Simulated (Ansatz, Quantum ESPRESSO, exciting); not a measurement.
## Os: 4 runs at one level of theory

```xyz
2
Lattice="2.7341 0.0000 0.0000 -1.3671 2.3678 0.0000 0.0000 0.0000 4.3197" Properties=species:S:1:pos:R:3 pbc="T T T"
Os    1.3643    0.7571    3.2794
Os   -0.0107    1.5745    1.0628
```

Atoms were shifted at random by some hundredths of an Å from the given cell, which wasn't relaxed again for these runs.

Alike in all runs: task single point; functional PBEsol; k mesh 11 × 11 × 6; occupations fermi-dirac, width 0.05 eV; no spin polarisation; no spin-orbit coupling. Pressure is positive in compression and, in plane waves, holds the error of the finite cutoff, which Ansatz's Pulay term estimates and takes out.

```tsv
program and potentials	plane-wave cutoff (eV)	notes	pressure (GPa)	largest force (eV/Å)	energy over the undisturbed cell (meV/atom)
Ansatz, Ansatz PAW	420	potentials made for PBE, which Ansatz adapts in part; Pulay term of +0.07 GPa included	-1.83	0.995	15.59
exciting, all-electron LAPW+lo, shipped species files, valence relativity iora*	-	-	-	1.028	15.88
Ansatz, all-electron LAPW, scalar-relativistic	-	-	-1.83	0.996	-
Quantum ESPRESSO, GBRV 1.5 PBEsol	612	-	-2.32	0.997	15.62
```

Force on atom 1 (Os), eV/Å:

```json
{"program and potentials": "Ansatz, Ansatz PAW", "x": "-0.067", "y": "0.232", "z": "-0.965"}
{"program and potentials": "exciting, all-electron LAPW+lo, shipped species files, valence relativity iora*", "x": "-0.068", "y": "0.235", "z": "-0.999"}
{"program and potentials": "Ansatz, all-electron LAPW, scalar-relativistic", "x": "-0.067", "y": "0.232", "z": "-0.966"}
{"program and potentials": "Quantum ESPRESSO, GBRV 1.5 PBEsol", "x": "-0.067", "y": "0.232", "z": "-0.968"}
```

The pressure spans -2.32 (Quantum ESPRESSO, GBRV 1.5 PBEsol) to -1.83 GPa (Ansatz, Ansatz PAW), with all-electron results at -1.83.

Differences between rows come from potentials, basis sets and numerical settings, since the functional is the same but for its coding. Runs on potential files found faulty are left out.
